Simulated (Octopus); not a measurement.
Here is an Octopus 16.4 calculation.

Contents of run.py:

```python
from ase.calculators.octopus import Octopus, OctopusProfile
from ase import Atoms

atoms = Atoms(['Ti'],
              cell=[[-1.641, 1.641, 1.641], [1.641, -1.641, 1.641], [1.641, 1.641, -1.641]],
              scaled_positions=[[0.0, 0.0, 0.0]],
              pbc=True)
calc = Octopus(profile=OctopusProfile(command='octopus'), directory='.',
               CalculationMode='gs',
               ExperimentalFeatures='yes',
               PseudopotentialSet='hscv_lda',
               Species=[['"Ti"', 'species_pseudo', 'hubbard_l', 2, 'hubbard_u', '2*eV']],
               Spacing=[['0.10527020*angstrom', '0.10527020*angstrom', '0.10527020*angstrom']],
               DerivativesOrder=8,
               KPointsGrid=[[8, 8, 8]],
               KPointsUseSymmetries='yes',
               XCFunctional='lda_x + lda_c_pw_mod',
               SpinComponents='polarized',
               KPointsUseTimeReversal='no',
               GuessMagnetDensity='user_defined',
               AtomsMagnetDirection=[[3.0]],
               DFTULevel='dft_u_empirical',
               AOTruncation='ao_box',
               SmearingFunction='methfessel_paxton',
               Smearing='0.02*eV',
               ExtraStates=8,
               Eigensolver='chebyshev_filter',
               ConvRelDens='1e-6',
               MaximumIter=120,
               Output=[['occ_matrices']],
               )
atoms.calc = calc
energy = atoms.get_potential_energy()
print('energy (eV):', energy)
print('forces (eV/A):')
print(atoms.get_forces())
```

Potentials or basis: hscv_lda (LDA).

Run with:

```sh
$ OMP_NUM_THREADS=1 python run.py
```

**Question.** What does it give for the site moments?

**Answer.** Ti +1.17 μB.

**Question.** Estimate the net moment.

**Answer.** 1.32 μB per cell.

Caveat: this is an older set of potentials, less accurate than current ones; U acts on the potentials' truncated atomic orbitals, so values differ from other programs' at the same U, and they weren't checked against one; the U is typed as a test and isn't derived for this compound. The state reached can hang on the start; a lower one may exist.
